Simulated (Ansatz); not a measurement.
**HfC: energy and pressure over a range of volumes**

An exercise on one series of results from a longer session: the logs are not shown, and one member is left open.

Method: DFT LDA, scalar-relativistic, in Ansatz 0.2.0.

1 further run of the same task is left out (it didn't finish).

### The starting structure

It takes space group Fm-3m (No. 225, cubic). The conventional cell has a = 4.634 Å, b = 4.634 Å, c = 4.634 Å, α = 90.00°, β = 90.00°, γ = 90.00°. Hf (site symmetry m-3m) has 6 C at 2.32 Å as nearest neighbours. C (site symmetry m-3m) has 6 Hf at 2.32 Å as nearest neighbours.

Coordinates:

```
CELL_PARAMETERS angstrom
0.00000 2.31714 2.31714
2.31714 0.00000 2.31714
2.31714 2.31714 0.00000
ATOMIC_POSITIONS crystal
Hf 0.00000 0.00000 0.00000
C 0.50000 0.50000 0.50000
```

Structure from a Materials Project entry, not relaxed further.

Atoms are numbered in the order of the input: Hf1, C2.

Set-up of the first run:

Input file input.yaml:

```yaml
crystal:
  lattice:
    - [0.0, 2.2702394045, 2.2702394045]
    - [2.2702394045, 0.0, 2.2702394045]
    - [2.2702394045, 2.2702394045, 0.0]
  atoms:
    - { symbol: Hf, position: [0.0, 0.0, 0.0] }
    - { symbol: C, position: [0.5, 0.5, 0.5] }
kpoints:
  mp_grid: { grid: [14, 14, 14] }
scf:
  occupations: { method: fermi_dirac, width: 0.05 }
hamiltonian:
  xc: lda
  pseudopotentials: { kind: all_electron, lapw: { basis_error: 0.0005 } }
output:
  forces: true
  stress: true
  eigenvalues: true
```

Command:

```
$ ansatz run input.yaml --threads 1 --pin off --max-ram 2048MiB --backend cpu --events-out ev --progress --plain --runs-dir out
```

Among the steps run: Volume × 0.9405, LAPW; Volume × 0.9405, PAW; Volume × 0.9405, crystal datasets; Volume × 0.98, LAPW; Volume × 0.98, PAW; Volume × 1.02, LAPW; Volume × 1.02, PAW; Volume × 1.06, LAPW; Volume × 1.06, PAW; Volume × 1.06, crystal datasets.

One of the session's tables, all rows but one given; the rest of the session is left out.

It belongs to the step «Fits». 

| method | volume (Å³/atom) | pressure (GPa) |
| --- | --- | --- |
| LAPW | 11.701 | 5.88 |
| LAPW | 12.192 | -4.93 |
| LAPW | 12.441 | -9.62 |
| LAPW | 12.690 | -13.85 |
| LAPW | 13.187 | -21.10 |
| PAW | 11.701 | 5.78 |
| PAW | 12.192 | ? |
| PAW | 12.441 | -9.70 |
| PAW | 12.690 | -13.93 |
| PAW | 13.187 | -21.18 |
| crystal datasets | 11.701 | 5.88 |
| crystal datasets | 12.441 | -9.62 |
| crystal datasets | 13.187 | -21.11 |

**Question.** Estimate the row for PAW, 12.192.

The run gave: pressure (GPa): -5.02. In the column «pressure (GPa)» it lies between crystal datasets, 12.441 (-9.62) and LAPW, 12.192 (-4.93).

Limits of these values: Warnings in the runs' records: gradients without spin orbit, crystal datasets made.
